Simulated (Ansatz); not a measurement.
Relaxed GeO2 (rutile):

```
CELL_PARAMETERS angstrom
      4.41054     0.00000     0.00000
      0.00000     4.41054     0.00000
      0.00000     0.00000     2.87016
ATOMIC_POSITIONS crystal
  Ge 0.00000 0.00000 0.00000
  Ge 0.50000 0.50000 0.50000
  O  0.30600 0.30600 0.00000
  O  0.80600 0.19400 0.50000
  O  0.19400 0.80600 0.50000
  O  0.69400 0.69400 0.00000
```

Scan: atom 5 (O, nearest neighbour Ge at 1.877 Å; its periodic images, 2.9 Å or more away, move with it) is displaced along Cartesian x, direction (1.000, 0.000, 0.000) in Cartesian axes, by s. The other atoms stay.

Method: r2SCAN (plane waves to 500 eV, PAW, scalar-relativistic; Ansatz, a quantum-chemistry and plane-wave program). k mesh 6×6×9 (Γ-centred), Fermi-Dirac smearing 0.05 eV. E stands for the smeared free energy. GeO2 was relaxed with its symmetry unable to fall. ΔE is measured from the undisplaced structure.

| s (Å) | ΔE (meV/cell) |
|---|---|
| -0.560 | 2476 |
| -0.448 | 1629 |
| -0.336 | withheld |
| -0.224 | 425 |
| -0.112 | 108 |
| 0.000 | 0 |
| 0.112 | 110 |
| 0.224 | 447 |
| 0.336 | 1018 |
| 0.448 | 1833 |
| 0.560 | 2902 |

### Question
Fit a polynomial form (powers 2, 3, 4) to the given rows and predict ΔE at s = -0.336.

### Answer
Least squares on the 10 given rows: ΔE = (8692)·s² + (1194)·s³ + (-369.6)·s⁴, in meV/cell with s in Å; root-mean-square residual 3.4 meV/cell. At -0.336 the fit gives 931 meV/cell; the calculation gives 938 meV/cell, so the interpolation is off by -7 (-0.7 %). The quadratic term alone would give 981 meV/cell.

(A displaced cell: forces are minus the slopes of the energy, force constants its curvatures, and phonons follow from these.)
